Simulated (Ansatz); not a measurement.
LiF (zincblende), relaxed with r2SCAN in the PAW code Ansatz. The symmetry is F-43m (No. 216, cubic); a = 4.289 Å in the conventional setting, 9.86 Å³ an atom. Around Li lie 4 F at 1.86 Å; around F lie 4 Li at 1.86 Å.

The axes x, y and z are those of this cell:
```yaml
crystal:
  lattice:
    - [0.00000, 2.14461, 2.14461]
    - [2.14461, 0.00000, 2.14461]
    - [2.14461, 2.14461, 0.00000]
  atoms:
    - { symbol: Li, position: [0.00000, 0.00000, 0.00000] }
    - { symbol: F, position: [0.25000, 0.25000, 0.25000] }
```

Unstrained: PBE gives a direct gap of 7.930 eV at Γ. r2SCAN gives a direct gap of 8.663 eV at Γ. HSE06 gives a direct gap of 10.111 eV at Γ. Meshes: PBE 10×10×10, r2SCAN 10×10×10, HSE06 8×8×8. Strains are changes of length per length. After each strain the atoms were relaxed again with r2SCAN within the symmetry that the strain leaves, so tilts or polar shifts that break it weren't tested; points keep the names that they have in the unstrained zone. All values are calculated for a non-magnetic cell, which may be hypothetical.

(1) One strain changed the r2SCAN stress by xx -0.65, yy -0.65, zz -0.04 GPa (compression positive) and the gap by -0.080 eV (PBE), -0.080 eV (r2SCAN), -0.084 eV (HSE06). Which kind of strain was it, and roughly how large?

(2) Apply uniaxial -1.64 % along x, other directions held. How far does the gap move, against the unstrained cell?

(3) Estimate what biaxial -0.54 % in x and y, z held does to the gap.

## Answers

(1) Epitaxial +1.5 % in the xy plane, free normal strain -2.24 %. The pattern of the stress gives the kind; the size needs the stiffness, so it is an estimate.

(2) PBE: the gap goes from 7.930 to 8.004 eV (+0.074 eV); with r2SCAN the top three valence levels at Γ, degenerate before, become 1+2 from the top over 27 meV. r2SCAN: the gap goes from 8.663 to 8.741 eV (+0.078 eV). HSE06: the gap goes from 10.111 to 10.193 eV (+0.082 eV). The r2SCAN energy rises by 0.6 meV an atom.

(3) PBE: the gap goes from 7.930 to 7.987 eV (+0.057 eV). r2SCAN: the gap goes from 8.663 to 8.723 eV (+0.060 eV). HSE06: the gap goes from 10.111 to 10.173 eV (+0.062 eV). The r2SCAN energy rises by 0.3 meV an atom.

The meshes of the hybrids are coarse, so their gaps aren't converged to the digits shown.

The splittings at Γ are without spin-orbit coupling, which regroups them where it is of like size or larger.
